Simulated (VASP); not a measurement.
# As (R-3m) in VASP: further runs, part 3 of 3

VASP 6.6.1. The steps go on from the part before.

**5. Relaxation of cell and atoms, PBE+D3(BJ)**

This run uses another cell than the first one, of 21.53 Å³/atom, 1.054 times its volume.

Contents of INCAR:

```
SYSTEM = As
  ALGO = Normal
  EDIFF = 1E-6
  EDIFFG = -0.01
  ENCUT = 600
  GGA = PE
  IBRION = 2
  ISIF = 3
  ISMEAR = 1
  IVDW = 12
  KPAR = 2
  LASPH = .True.
  LCHARG = .False.
  LREAL = .False.
  LWAVE = .False.
  NELM = 80
  NSW = 90
  PREC = Accurate
  SIGMA = 0.1
```

Contents of KPOINTS:

```
k-points
0
Gamma
  12 12 12
  0 0 0
```

Contents of POSCAR:

```
As
1.0
    1.8807968987      1.0858785957      3.5140619945
   -1.8807968987      1.0858785957      3.5140619945
    0.0000000000     -2.1717571915      3.5140619945
As
2
Direct
    0.7740000000      0.7740000000      0.7740000000
    0.2260000000      0.2260000000      0.2260000000
```

Potentials or basis: VASP PAW PBE potentials, release 64 (As).

Run with:

```bash
$ cat potpaw_PBE.64/As/POTCAR > POTCAR
$ mpirun -np 2 vasp_std > vasp.out
```

OUTCAR:

```text
SYSTEM = As
   EDIFF = 1E-6
   EDIFFG = -0.01
   ENCUT = 600
   GGA = PE
   IBRION = 2
   ISIF = 3
   ISMEAR = 1
   IVDW = 12
   LASPH = .True.
   LREAL = .False.
   NELM = 80
   NSW = 90
   PREC = Accurate
 IVDW          = 12

 ion  position               nearest neighbor table
   1  0.774  0.774  0.774-   2 2.51   2 2.51   2 2.51
   2  0.226  0.226  0.226-   1 2.51   1 2.51   1 2.51

  LATTYP: Found a trigonal (rhomboedric) cell.
 ALAT       =     4.1310000000
 COS(alpha) =     0.5854247172

  Lattice vectors:

 A1 = (   1.8807968987,   1.0858785957,   3.5140619945)
 A2 = (  -1.8807968987,   1.0858785957,   3.5140619945)
 A3 = (   0.0000000000,  -2.1717571915,   3.5140619945)

Analysis of symmetry for initial positions (statically):
=====================================================================
 Subroutine PRICEL returns:
 Original cell was already a primitive cell.

 Routine SETGRP: Setting up the symmetry group for a
 trigonal (rhombohedral) supercell.

 Subroutine GETGRP returns: Found 12 space group operations
 (whereof 12 operations were pure point group operations)
 out of a pool of 12 trial point group operations.

The static configuration has the point symmetry D_3d.

Analysis of symmetry for dynamics (positions and initial velocities):
=====================================================================
 Subroutine PRICEL returns:
 Original cell was already a primitive cell.
[... 283 lines left out ...]

 k-point     1 :       0.0000    0.0000    0.0000
  band No.  band energies     occupation
      1      -9.5012      2.00000
      2      -0.3163      2.00000
      3       2.9383      2.00000
      4       3.5269      2.00000
      5       3.5269      2.00000
      6       7.3860     -0.00000
      7       8.4765      0.00000
      8       8.4765      0.00000
      9      12.2122      0.00000
[... 265 lines left out ...]
 k-point    24 :      -0.4167    0.1667    0.0000
  band No.  band energies     occupation
      1      -6.5182      2.00000
      2      -5.5051      2.00000
      3       0.9719      2.00000
      4       2.5163      2.00000
      5       3.5443      2.00000
      6       6.5276     -0.00000
      7       6.9400     -0.00000
      8       8.9727      0.00000
      9      13.3798      0.00000

 [... further k-points ...]

[... ionic steps 4 to 8 ...]

--------------------------------------- Ionic step        9  -------------------------------------------

 number of electron      10.0000000 magnetization

------------------------ aborting loop because EDIFF is reached ----------------------------------------
[... 75 lines left out ...]
--------------------------------------- Ionic step       11  -------------------------------------------

 number of electron      10.0000000 magnetization

 Free energy of the ion-electron system (eV)
  ---------------------------------------------------
  ext. energy  EPLUGINS =         0.00000000
  ---------------------------------------------------
  free energy    TOTEN  =        -9.31229516 eV

  energy without entropy =       -9.31234092  energy(sigma->0) =       -9.31231042

 E-fermi :   5.7254     XC(G=0): -10.1275

 val. band max:        5.6269387478   @ k =   0.4167   0.3333   0.3333
 cond. band min:       5.7403908743   @ k =   0.4167   0.0833   0.0833
 fundamental gap:      0.1134521265
 Fermi energy:         5.7254036638

 k-point     1 :       0.0000    0.0000    0.0000
  band No.  band energies     occupation
      1      -9.3749      2.00000
      2       0.1590      2.00000
      3       3.3718      2.00000
      4       3.6537      2.00000
      5       3.6537      2.00000
      6       7.8834      0.00000
      7       8.8742      0.00000
      8       8.8742      0.00000
      9      12.1998      0.00000
[... 309 lines left out ...]
  FREE ENERGIE OF THE ION-ELECTRON SYSTEM (eV)
  ---------------------------------------------------
  free  energy   TOTEN  =       -10.1778595557 eV

  energy  without entropy=      -10.1779053134  energy(sigma->0) =      -10.17787481

 reached required accuracy - stopping structural energy minimisation
```

Run time: 2 min. Hardware: 2 MPI ranks of Intel Xeon 6975P-C (Granite Rapids), shared host; peak memory 0.26 GiB.

Results:

```yaml
Free_energy: -10.1779 eV
Relaxed_volume: 20.91 Å³/atom
Relaxed_cell: a = 4.011 Å, b = 4.011 Å, c = 4.011 Å, α = 56.40°, β = 56.40°, γ = 56.40°
Space_group_after_relaxing_to_0.05_Å: R-3m (No. 166)
Energy_gained_by_relaxing: 12.5 meV/atom
Ionic_steps: 11
Pressure_after_relaxing: 0.0 GPa
Band_gap_on_the_k_mesh: none (metal or under the smearing width)
Dispersion_energy_per_atom: -0.433 eV
```

Step by step:
| step | energy change (eV) | largest force (eV/Å) | pressure (GPa) | volume (Å³) |
| --- | --- | --- | --- | --- |
| 1 | 0.0000 | 0.4940 | 0.88 | 43.06 |
| 2 | -0.0098 | 0.0218 | -1.70 | 43.80 |
| 3 | -0.0108 | 0.0924 | -1.13 | 43.63 |
| 4 | -0.0172 | 0.0355 | -0.55 | 42.92 |
| 5 | -0.0204 | 0.0317 | 0.27 | 42.05 |
| 6 | -0.0240 | 0.0313 | 0.09 | 41.89 |
| 7 | -0.0249 | 0.0300 | -0.02 | 41.75 |
| 8 | -0.0249 | 0.0303 | -0.02 | 41.75 |
| 9 | -0.0250 | 0.0069 | 0.10 | 41.74 |
| 10 | -0.0250 | 0.0006 | 0.08 | 41.74 |
| 11 | -0.0250 | 0.0003 | -0.05 | 41.82 |

Final structure:
```
As
1.0
     1.89522    1.09421    3.36081
    -1.89522    1.09421    3.36081
     0.00000   -2.18841    3.36081
As
2
Cartesian
  0.0000 0.0000 7.7572
  0.0000 0.0000 2.3253
```

Levels at points of the mesh, in eV from the Fermi level:
| k point | band 2 | band 3 | band 4 | band 5 | band 6 | band 7 | band 8 | band 9 |
| --- | --- | --- | --- | --- | --- | --- | --- | --- |
| (0.00, 0.00, 0.00) | -5.57 | -2.35 | -2.07 | -2.07 | 2.16 | 3.15 | 3.15 | 6.47 |
| (0.50, 0.00, 0.00) | -11.28 | -2.54 | -2.35 | -0.29 | -0.28 | 0.29 | 0.88 | 9.48 |
| (0.50, 0.50, 0.00) | -9.50 | -6.32 | -4.34 | -4.28 | 1.64 | 5.72 | 6.71 | 7.71 |
| (0.50, 0.50, 0.50) | -10.37 | -1.70 | -1.70 | -0.64 | 0.36 | 0.36 | 1.55 | 8.54 |

Caveat: pairwise dispersion overbinds metals, which lowers pressure and volume.

**6. Summary**

```csv
level,potentials or basis,gap on the mesh (eV),pressure (GPa)
LDA,"VASP PAW LDA potentials, release 64 (As)",none,0.0
PBEsol,"VASP PAW PBE potentials, release 64 (As)",none,0.0
PBE+D3(BJ),"VASP PAW PBE potentials, release 64 (As)",none,0.0
```

Alike in all rows: task relaxation of cell and atoms; no spin polarisation; cell relaxed; k mesh 12 × 12 × 12; cutoff (eV) 600; smearing methfessel-paxton 0.1 eV.

Caveats: the relaxation stopped at its first step, so nothing moved (some runs); the PAW data sets were made with another functional, which shifts forces and pressure a little (some runs); pairwise dispersion overbinds metals, which lowers pressure and volume (some runs).

Absolute energies hang on the potentials; compare differences alone.
